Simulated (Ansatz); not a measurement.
# PbS (Galena) (Fm-3m) in Ansatz: further runs

One crystal, PbS (Galena), is run at these levels: BLYP+D3(BJ), r2SCAN+D4, BPBE, PBE; tasks: relaxation of cell and atoms, single point.

Program: Ansatz 0.2.0. These are calculated values, not measurements. Logs are shortened: lines on timing, memory, paths and dates and some standing lists are left out, and cuts for length are marked.

## (1) The crystal as given

Symmetry: Fm-3m, No. 225, cubic system. The conventional cell has a = 5.931 Å, b = 5.931 Å, c = 5.931 Å, α = 90.00°, β = 90.00°, γ = 90.00°. Around Pb (site symmetry m-3m) lie 6 S at 2.97 Å. S (site symmetry m-3m) is surrounded by 6 Pb at 2.97 Å.

## (2) Relaxation of cell and atoms, BLYP+D3(BJ)

Input file input.yaml:

```yaml
crystal:
  lattice:
    - [0.0, 2.96575, 2.96575]
    - [2.96575, 0.0, 2.96575]
    - [2.96575, 2.96575, 0.0]
  atoms:
    - { symbol: Pb, position: [0.0, 0.0, 0.0] }
    - { symbol: S, position: [0.5, 0.5, 0.5] }
hamiltonian:
  xc: blyp
  pseudopotentials: { kind: paw }
  dispersion: d3bj
kpoints:
  mp_grid: { grid: [8, 8, 8] }
scf:
  occupations: { method: fermi_dirac, width: 0.05 }
output:
  forces: true
  stress: true
relax:
  f_tol: 0.01
  max_steps: 40
  cell: { stress_tol: 0.05 }
```

Potentials or basis: Ansatz PAW.

Started as:

```bash
ansatz run input.yaml --threads 2 --pin off --max-ram 5120MiB --backend cpu --events-out ev --progress --plain --runs-dir out
```

The program printed:

```text
Warning: RAYON_NUM_THREADS=2 ignored (pool sized by the plan → 2); use --threads N
Engine: ansatz 0.2.0, aarch64-unknown-linux-gnu
Pseudopotentials: kind: paw
Pseudopotential: Pb, paw, valence charge 14, recommended cutoff 420 eV (normal), Pb.paw.azcp
Pseudopotential: S, paw, valence charge 6, recommended cutoff 420 eV (normal), S.paw.azcp
Functional definition: BLYP
  parameter beta = 0.0042
  parameter a = 0.04918
  parameter b = 0.132
  parameter c = 0.2533
  parameter d = 0.349
  exchange = b88_x(beta = beta)
  correlation = lyp_c(a = a, b = b, c = c, d = d)
Crystal: 2 atoms, lattice volume = 52.172 Å³
Basis set: ecut = 420 eV, 965 PW (Γ), exchange–correlation on 60×60×60 points (8 copies of the dense FFT grid, shifted against one another)
Bands: 14, of which v1, the nominal top of the filled ones, is band 10 counted from 1 (9 counted from 0)
Symmetry: 48 space group operations
Space group: Fm-3m (ITA 225), of the structure as read, at distance tolerance 3.7e-5 Å
k-points: 29 of 512
Non-local potential: Pb, projectors of the file, l = 0: 2, l = 1: 2, l = 2: 2, l = 3: 2
Non-local potential: S, projectors of the file, l = 0: 2, l = 1: 2, l = 2: 2
PAW form: soft (Blöchl's): semilocal exchange-correlation on the pseudo side does not see the compensation charge
PAW frozen core: Pb, regenerated for the run's functional, and the local potential with it (the file was generated under x = pbe(κ = 0.804, μ = 0.2195149727645171), c = pbe(β = 0.06672455060314922))
PAW frozen core: S, regenerated for the run's functional, and the local potential with it (the file was generated under x = pbe(κ = 0.804, μ = 0.2195149727645171), c = pbe(β = 0.06672455060314922))
PAW one-centre angular grid: Pb, 590 points (default); XC on 64 Gauss nodes
PAW one-centre angular grid: S, 110 points (default); XC on 64 Gauss nodes
Initial density: superposition of atomic densities (neutral atoms: chi_scale 0, normalization atom), corrected by the library's trained network
Initial wavefunctions: pseudopotential atomic-orbital guess
Functional: x = b88, c = lyp
SCF iter   1: F=—  HF=-12844.031914 eV  |F-HF|=—  |Δ(HF+E_count)|=         —  Δρ=8.73e-3  dr2=6.09e-2  ethr=1.77e-3  ⟨swp⟩=6.3  Hψ=2409  notcnv=0
preconditioner: auto → none  [insulator: Δε(μ)=0.598 eV  Ē_g=15.516 eV  σ=0.050 eV  W_gap=0.99  n_scr=14 (ndim 8)  ℏωp=23.0 eV  f_vac=0.000  D(μ)=0.00/eV (n_scr^D=0)  ε∞_Penn≈3.2]
SCF iter   2: F=—  HF=-12844.015385 eV  |F-HF|=—  |Δ(HF+E_count)|=   1.65e-2  Δρ=2.81e-3  dr2=6.37e-3  ethr=3.04e-4  ⟨swp⟩=2.0  Hψ=763  notcnv=0
SCF iter   3: F=—  HF=-12844.013743 eV  |F-HF|=—  |Δ(HF+E_count)|=   1.64e-3  Δρ=3.62e-4  dr2=6.94e-5  ethr=3.19e-5  ⟨swp⟩=2.4  Hψ=588  notcnv=0
SCF iter   4: F=—  HF=-12844.013756 eV  |F-HF|=—  |Δ(HF+E_count)|=   1.25e-5  Δρ=1.42e-4  dr2=8.76e-6  ethr=3.47e-7  ⟨swp⟩=2.2  Hψ=634  notcnv=0
SCF iter   5: F=—  HF=-12844.013759 eV  |F-HF|=—  |Δ(HF+E_count)|=   3.45e-6  Δρ=2.08e-5  dr2=2.53e-7  ethr=4.38e-8  ⟨swp⟩=2.8  Hψ=641  notcnv=0
SCF iter   6: F=-12844.013759 eV  HF=-12844.013759 eV  |F-HF|=2.26e-10  |Δ(HF+E_count)|=   8.53e-8  Δρ=2.29e-6  dr2=2.01e-9  ethr=5.00e-10  ⟨swp⟩=4.8  Hψ=1427  notcnv=0
SCF 1 converged in 6 iterations: F = -12844.013759 eV  dr2 = 2.01e-9
relax step   1: F+E_penalty+E_count = -12844.01375923 eV  Δ(F+E_penalty+E_count) = +0.000e0 eV  max|allowed force component| = 2.531e-30 eV/Å  Δτ_max = 0.0000 Å  P = +1.001 GPa  Ω = 52.172 Å³  (6 SCF iters, dr2 threshold 1.00e-7 eV, accepted)
[... 40 lines left out ...]
iter 5 did not close the SCF: its close was put off for the readings that it lacked (scf_convergence_deferred on its scf_iter line)
SCF iter   5: F=-12844.016556 eV  HF=-12844.016556 eV  |F-HF|=5.46e-12  |Δ(HF+E_count)|=  1.35e-10  Δρ=1.37e-8  dr2=9.93e-14  ethr=1.00e-12  ⟨swp⟩=1.0  Hψ=406  notcnv=0
iter 6 did not close the SCF: its close was put off for the readings that it lacked (scf_convergence_deferred on its scf_iter line)
SCF iter   6: F=-12844.016556 eV  HF=-12844.016556 eV  |F-HF|=1.09e-11  |Δ(HF+E_count)|=  3.64e-12  Δρ=4.04e-9  dr2=8.33e-15  ethr=1.00e-12  ⟨swp⟩=1.0  Hψ=406  notcnv=0
iter 7 did not close the SCF: its close was put off for the readings that it lacked (scf_convergence_deferred on its scf_iter line)
SCF iter   7: F=-12844.016556 eV  HF=-12844.016556 eV  |F-HF|=1.82e-12  |Δ(HF+E_count)|=    0.00e0  Δρ=1.03e-9  dr2=5.42e-16  ethr=1.00e-12  ⟨swp⟩=1.0  Hψ=406  notcnv=0
SCF iter   8: F=-12844.016556 eV  HF=-12844.016556 eV  |F-HF|=5.46e-12  |Δ(HF+E_count)|=  5.46e-12  Δρ=3.11e-10  dr2=5.28e-17  ethr=1.00e-12  ⟨swp⟩=2.5  Hψ=1083  notcnv=0
SCF 4 converged in 8 iterations: F = -12844.016556 eV  dr2 = 5.28e-17
relax step   4: F+E_penalty+E_count = -12844.01655642 eV  Δ(F+E_penalty+E_count) = -1.130e-4 eV  max|allowed force component| = 7.231e-30 eV/Å  Δτ_max = 0.0000 Å  P = -0.017 GPa  Ω = 53.096 Å³  stress off target by 1.74e-2 GPa  SCF on the basis re-selected at this cell (its energy is not comparable with the rows above)  (8 SCF iters)
basis re-selected at this cell: Δ(F+E_penalty+E_count) = -1.130e-4 eV, ΔP = +0.000 GPa vs the last step (what re-selecting the basis moved, of the pressure what is left beyond the Pulay correction that the steps carried, after the strain that the cell walked since its last selection, with what the two solves' SCF thresholds leave and, on support functions, any second-order correction that the steps lacked; it is no measure of the basis error at this ecutwfc). This SCF's stress stands 1.74e-2 GPa from its target on what of the cell is left free (relax.cell.stress_tol is 5.00e-2 GPa) and its largest allowed force component is 7.23e-30 eV/Å (relax.f_tol is 1.00e-2 eV/Å): within both
SCF converged after 8 iterations
Free energy (F): -12844.016556 eV
Harris-Foulkes:  -12844.016556 eV  (|F-HF|=5.46e-12)
Internal energy: -12844.016516 eV  (E = F + TS)
E sigma→0 (E₀):  -12844.016536 eV
Entropy (-TS):   -0.000040 eV (-0.020 meV/atom)
Fermi energy:    8.792536 eV
--- Per-component energies (eV) ---
  E_band       = -52.064152
  E_kinetic    = 395.329047
  E_local      = -1235.075866  (includes V_loc(G=0)·N_el)
  E_nonlocal   = 376.774670
  E_hartree    = 479.734027
  E_xc         = -315.689972
  E_vxc        = -216.151048  (∫ρ·V_xc dr)
  E_paw        = -11038.886722  (= ΣΔE_a)
  E_vpaw       = -332.409056  (= ΣTr[D̂ρ^β])
  E_aug_tail   = 0.000047  (compensation charges beyond the density's cutoff)
  E_ewald      = -1504.525598
  E_disp       = -1.579552  (pairwise vdW)
  E_core_change = -0.096597  (= ΣΔE_core)
  E_smearing   = -0.000040  (= −TS)
  E_closure    = 0.000000  (closes the sum)
  Σ components = -12844.016556   (vs F -12844.016556, Δ=0.00e0)
--- Forces (eV/Å), atoms counted from 1 ---
  atom   1  Pb    -0.00000000     0.00000000    -0.00000000
  atom   2  S      0.00000000     0.00000000     0.00000000
  max |Σ_I F_I| component: 4.47e-30 eV/Å
--- Stress (GPa, compression-positive) ---
       -0.017395       0.000000      -0.000000
       -0.000000      -0.017395       0.000000
       -0.000000      -0.000000      -0.017395
  P = ⅓ Tr σ = -0.0174 GPa (-0.174 kbar)
--- Relaxed structure (3 steps of the walk, 3 accepted, 1 SCFs on fresh bases) ---
  F+E_penalty+E_count = -12844.01655642 eV   max|allowed force component| = 7.231e-30 eV/Å   (the final SCF, on the basis selected at the relaxed cell)
  cell:  # Å, volume = 53.0956 Å³
    - [-5.987062138652318e-34, 2.9831574533345853, 2.9831574533345853]
    - [2.9831574533345853, -2.929838918914964e-34, 2.9831574533345853]
    - [2.9831574533345853, 2.9831574533345853, -6.369215041119487e-34]
  atoms:
    - { symbol: Pb, position: [-3.3822423086631153e-37, 3.720466539562343e-36, 2.3675696160816392e-36] }
    - { symbol: S, position: [0.49999999999999994, 0.49999999999999994, 0.49999999999999994] }
```

Run time: 2.9 s. Hardware: 2 threads of Arm Neoverse V1, shared host; peak memory 0.33 GiB.

What came out:

```
Free energy                            : -12844.0166 eV
Relaxed volume                         : 26.55 Å³/atom
Relaxed cell                           : a = 4.219 Å, b = 4.219 Å, c = 4.219 Å, α = 60.00°, β = 60.00°, γ = 60.00°
Space group after relaxing (to 0.05 Å) : Fm-3m (No. 225)
Energy gained by relaxing              : 1.4 meV/atom
Ionic steps                            : 4
Pressure after relaxing                : 0.0 GPa
Band gap on the k mesh                 : 0.55 eV
```

The path:
```tsv
step	energy change (eV)	largest force (eV/Å)	volume (Å³)
1	0.0000	0.0000	52.17
2	-0.0017	0.0000	53.62
3	-0.0027	0.0000	53.10
4	-0.0028	0.0000	53.10
```

Final structure:
```cif
data_structure
_symmetry_space_group_name_H-M 'P 1'
_symmetry_Int_Tables_number 1
_cell_length_a 4.2188
_cell_length_b 4.2188
_cell_length_c 4.2188
_cell_angle_alpha 60.000
_cell_angle_beta 60.000
_cell_angle_gamma 60.000
_cell_volume 53.10
loop_
_atom_site_label
_atom_site_type_symbol
_atom_site_fract_x
_atom_site_fract_y
_atom_site_fract_z
_atom_site_occupancy
Pb1 Pb 0.00000 0.00000 0.00000 1
S1 S 0.50000 0.50000 0.50000 1
```

Caveat: the plane-wave basis is chosen anew once the cell has moved, so the energies of steps on either side of that aren't comparable; spin-orbit coupling is left out, which as a rule narrows the gap of such compounds by several tenths of an eV; the PAW data sets come from PBE, with cores solved anew for the run's functional, which leaves a small shift of forces and pressure.

## (3) Relaxation of cell and atoms, r2SCAN+D4

Changes to input.yaml since step 2:

```diff
@@ -9,5 +9,5 @@
 hamiltonian:
-  xc: blyp
+  xc: r2scan
   pseudopotentials: { kind: paw }
-  dispersion: d3bj
+  dispersion: d4
 kpoints:
```

Potentials or basis: Ansatz PAW.

Started as:

```bash
ansatz run input.yaml --threads 2 --pin off --max-ram 5120MiB --backend cpu --events-out ev --progress --plain --runs-dir out
```

Wall time 7 s (2 threads of Arm Neoverse V1, shared host); peak memory 0.47 GiB.

It converged, with:

```
Free energy                            : -12828.2620 eV
Relaxed volume                         : 26.35 Å³/atom
Relaxed cell                           : a = 4.208 Å, b = 4.208 Å, c = 4.208 Å, α = 60.00°, β = 60.00°, γ = 60.00°
Space group after relaxing (to 0.05 Å) : Fm-3m (No. 225)
Energy gained by relaxing              : 0.5 meV/atom
Ionic steps                            : 4
Pressure after relaxing                : 0.0 GPa
Band gap on the k mesh                 : 0.65 eV
```

Step by step:
```csv
step,energy change (eV),largest force (eV/Å),volume (Å³)
1,0.0000,0.0000,52.17
2,-0.0005,0.0000,53.03
3,-0.0009,0.0000,52.69
4,-0.0009,0.0000,52.69
```

Final structure:
```
Pb S
1.0
     0.00000    2.97562    2.97562
     2.97562    0.00000    2.97562
     2.97562    2.97562    0.00000
Pb S
1 1
Cartesian
  0.0000 0.0000 0.0000
  2.9756 2.9756 2.9756
```

Caveat: the plane-wave basis is chosen anew once the cell has moved, so the energies of steps on either side of that aren't comparable; spin-orbit coupling is left out, which as a rule narrows the gap of such compounds by several tenths of an eV; the PAW data sets come from PBE, with cores solved anew for the run's functional, which leaves a small shift of forces and pressure. Zero-point motion and thermal expansion aren't in these numbers.

## (4) Relaxation of cell and atoms, BPBE

Changes to input.yaml since step 3:

```diff
@@ -9,5 +9,4 @@
 hamiltonian:
-  xc: r2scan
+  xc: { exchange: b88, correlation: pbe }
   pseudopotentials: { kind: paw }
-  dispersion: d4
 kpoints:
```

Started as:

```bash
ansatz run input.yaml --threads 2 --pin off --max-ram 5120MiB --backend cpu --events-out ev --progress --plain --runs-dir out
```

Run time: 3.5 s. Hardware: 2 threads of Arm Neoverse V1, shared host; peak memory 0.32 GiB.

Results (log left out):

| Quantity | Value |
| --- | --- |
| Free energy | -12856.6676 eV |
| Relaxed volume | 27.03 Å³/atom |
| Relaxed cell | a = 4.244 Å, b = 4.244 Å, c = 4.244 Å, α = 60.00°, β = 60.00°, γ = 60.00° |
| Space group after relaxing (to 0.05 Å) | Fm-3m (No. 225) |
| Energy gained by relaxing | 5.8 meV/atom |
| Ionic steps | 5 |
| Pressure after relaxing | 0.0 GPa |
| Band gap on the k mesh | 0.49 eV |

Step by step:
| step | energy change (eV) | largest force (eV/Å) | volume (Å³) |
| --- | --- | --- | --- |
| 1 | 0.0000 | 0.0000 | 52.17 |
| 2 | -0.0079 | 0.0000 | 55.15 |
| 3 | -0.0115 | 0.0000 | 54.12 |
| 4 | -0.0115 | 0.0000 | 54.05 |
| 5 | -0.0116 | 0.0000 | 54.05 |

Final structure:
```xyz
2
Lattice="0.0000 3.0010 3.0010 3.0010 0.0000 3.0010 3.0010 3.0010 0.0000" Properties=species:S:1:pos:R:3 pbc="T T T"
Pb    0.0000    0.0000    0.0000
S     3.0010    3.0010    3.0010
```

Caveat: the plane-wave basis is chosen anew once the cell has moved, so the energies of steps on either side of that aren't comparable; spin-orbit coupling is left out, which as a rule narrows the gap of such compounds by several tenths of an eV; the PAW data sets come from PBE, with cores solved anew for the run's functional, which leaves a small shift of forces and pressure. A k mesh can miss the band edges.

## (5) Single point, PBE

Input file input.yaml:

```yaml
crystal:
  lattice:
    - [0.0, 2.96575, 2.96575]
    - [2.96575, 0.0, 2.96575]
    - [2.96575, 2.96575, 0.0]
  atoms:
    - { symbol: Pb, position: [0.0, 0.0, 0.0] }
    - { symbol: S, position: [0.5, 0.5, 0.5] }
hamiltonian:
  xc: pbe
  pseudopotentials: { kind: paw }
kpoints:
  mp_grid: { grid: [8, 8, 8] }
scf:
  occupations: { method: fermi_dirac, width: 0.05 }
basis:
  ecutwfc: "250 eV"
output:
  forces: true
  stress: true
  eigenvalues: true
  write_density: true
  write_potential: true
  elf: true
  volumetric_format: npy
```

Started as:

```bash
ansatz run input.yaml --threads 2 --pin off --max-ram 5120MiB --backend cpu --events-out ev --progress --plain --runs-dir out
```

Run time: 0.7 s. Hardware: 2 threads of Arm Neoverse V1, shared host; peak memory 0.28 GiB.

It converged, with:

```yaml
Free_energy: -12808.9098 eV
Pressure: 2.0 GPa
Band_gap_on_the_k_mesh: 0.42 eV, direct
```

Levels at points of the mesh, in eV from the valence-band top:
```csv
k point,band 6,band 7,band 8,band 9,band 10,band 11,band 12,band 13,band 14
"(0.00, 0.00, 0.00)",-13.58,-6.02,-2.15,-2.15,-2.15,5.32,5.32,5.32,6.72
"(0.00, 0.00, -0.50)",-12.32,-8.85,-1.77,-1.77,0.00,0.42,2.01,2.01,8.68
"(0.00, -0.50, -0.50)",-11.90,-7.21,-5.17,-3.42,-3.42,3.88,5.62,5.74,5.74
```

Caveat: the pressure holds a Pulay correction of +15.1 GPa for the finite cutoff; spin-orbit coupling is left out, which as a rule narrows the gap of such compounds by several tenths of an eV; the cutoff lies under the one recommended for these potentials. A k mesh can miss the band edges.

## (6) Single point, PBE

Changes to input.yaml since step 5:

```diff
@@ -12,7 +12,5 @@
 kpoints:
-  mp_grid: { grid: [8, 8, 8] }
+  mp_grid: { grid: [6, 6, 6] }
 scf:
   occupations: { method: fermi_dirac, width: 0.05 }
-basis:
-  ecutwfc: "250 eV"
 output:
@@ -21,5 +19 @@
   eigenvalues: true
-  write_density: true
-  write_potential: true
-  elf: true
-  volumetric_format: npy
```

Potentials or basis: Ansatz PAW.

Started as:

```bash
ansatz run input.yaml --threads 2 --pin off --max-ram 5120MiB --backend cpu --events-out ev --progress --plain --runs-dir out
```

The program printed:

```text
Warning: RAYON_NUM_THREADS=2 ignored (pool sized by the plan → 2); use --threads N
Engine: ansatz 0.2.0, aarch64-unknown-linux-gnu
Pseudopotentials: kind: paw
Pseudopotential: Pb, paw, valence charge 14, recommended cutoff 420 eV (normal), Pb.paw.azcp
Pseudopotential: S, paw, valence charge 6, recommended cutoff 420 eV (normal), S.paw.azcp
Functional definition: PBE
  parameter kappa = 0.804
  parameter beta = 0.06672455060314922
  exchange = pbe_x(kappa = kappa, mu = beta*pi^2/3)
  correlation = pbe_c(beta = beta)
Crystal: 2 atoms, lattice volume = 52.172 Å³
Basis set: ecut = 420 eV, 965 PW (Γ), exchange–correlation on 60×60×60 points (8 copies of the dense FFT grid, shifted against one another)
Bands: 14, of which v1, the nominal top of the filled ones, is band 10 counted from 1 (9 counted from 0)
Symmetry: 48 space group operations
Space group: Fm-3m (ITA 225), of the structure as read, at distance tolerance 3.7e-5 Å
k-points: 16 of 216
[... 27 lines left out ...]
  E_local      = -1221.424707  (includes V_loc(G=0)·N_el)
  E_nonlocal   = 378.549542
  E_hartree    = 474.940712
  E_xc         = -318.609066
  E_vxc        = -220.593054  (∫ρ·V_xc dr)
  E_paw        = -11003.382148  (= ΣΔE_a)
  E_vpaw       = -335.365859  (= ΣTr[D̂ρ^β])
  E_aug_tail   = 0.000052  (compensation charges beyond the density's cutoff)
  E_ewald      = -1513.356403
  E_smearing   = -0.000460  (= −TS)
  E_closure    = -0.000000  (closes the sum)
  Σ components = -12809.559301   (vs F -12809.559301, Δ=0.00e0)
--- Forces (eV/Å), atoms counted from 1 ---
  atom   1  Pb    -0.00000000    -0.00000000     0.00000000
  atom   2  S      0.00000000    -0.00000000    -0.00000000
  max |Σ_I F_I| component: 2.70e-30 eV/Å
--- Stress (GPa, compression-positive) ---
        2.195960       0.000000      -0.000000
        0.000000       2.195960       0.000000
       -0.000000      -0.000000       2.195960
  P = ⅓ Tr σ = 2.1960 GPa (21.960 kbar)
--- Band table (eV; the first three rows and the last of 16) ---
  k-point 0: bands = ["-8.3800", "-8.3800", "-8.3800", "-8.3642", "-8.3642", "-5.1509", "2.4222", "6.2716", "6.2716", "6.2716", "13.6652", "13.6652", "13.6652", "15.1483"]
  k-point 1: bands = ["-8.3788", "-8.3778", "-8.3778", "-8.3627", "-8.3627", "-4.9176", "1.6710", "6.3453", "6.3453", "6.8248", "11.8640", "12.4639", "12.4639", "15.1141"]
  k-point 2: bands = ["-8.3907", "-8.3907", "-8.3773", "-8.3423", "-8.3423", "-4.3266", "0.3280", "6.5354", "6.5354", "7.7168", "9.9225", "11.0040", "11.0040", "15.8096"]
  k-point 15: bands = ["-8.4875", "-8.3848", "-8.3552", "-8.3416", "-8.3190", "-3.4513", "0.6699", "3.6151", "4.4745", "6.6429", "11.6121", "12.6988", "13.5453", "15.3200"]
```

Wall time 0.57 s (2 threads of Arm Neoverse V1, shared host); peak memory 0.29 GiB.

What came out:

* Free energy: -12809.5593 eV
* Pressure: 2.2 GPa
* Band gap on the k mesh: 0.36 eV, direct

Caveat: spin-orbit coupling is left out, which as a rule narrows the gap of such compounds by several tenths of an eV. A k mesh can miss the band edges.

## (7) Overview

| task | level | cell | k mesh | cutoff (eV) | gap on the mesh (eV) | pressure (GPa) | relaxed volume (Å³/atom) |
| --- | --- | --- | --- | --- | --- | --- | --- |
| relaxation of cell and atoms | BLYP+D3(BJ) | relaxed | 8 × 8 × 8 | 420 | 0.55 | 0.0 | 26.55 |
| relaxation of cell and atoms | r2SCAN+D4 | relaxed | 8 × 8 × 8 | 500 | 0.65 | 0.0 | 26.35 |
| relaxation of cell and atoms | BPBE | relaxed | 8 × 8 × 8 | 420 | 0.49 | 0.0 | 27.03 |
| single point | PBE | as given | 8 × 8 × 8 | 250 | 0.42 | 2.0 | - |
| single point | PBE | as given | 6 × 6 × 6 | 420 | 0.36 | 2.2 | - |

Alike in all rows: potentials or basis Ansatz PAW; no spin polarisation; smearing fermi-dirac 0.05 eV.

Caveats: spin-orbit coupling is left out, which as a rule narrows the gap of such compounds by several tenths of an eV; the plane-wave basis is chosen anew once the cell has moved, so the energies of steps on either side of that aren't comparable (some runs); the PAW data sets come from PBE, with cores solved anew for the run's functional, which leaves a small shift of forces and pressure (some runs); the pressure holds a Pulay correction of +15.1 GPa for the finite cutoff (some runs); the cutoff lies under the one recommended for these potentials (some runs).

Total energies depend on the potentials used, so only differences within one code and one set of settings carry meaning.
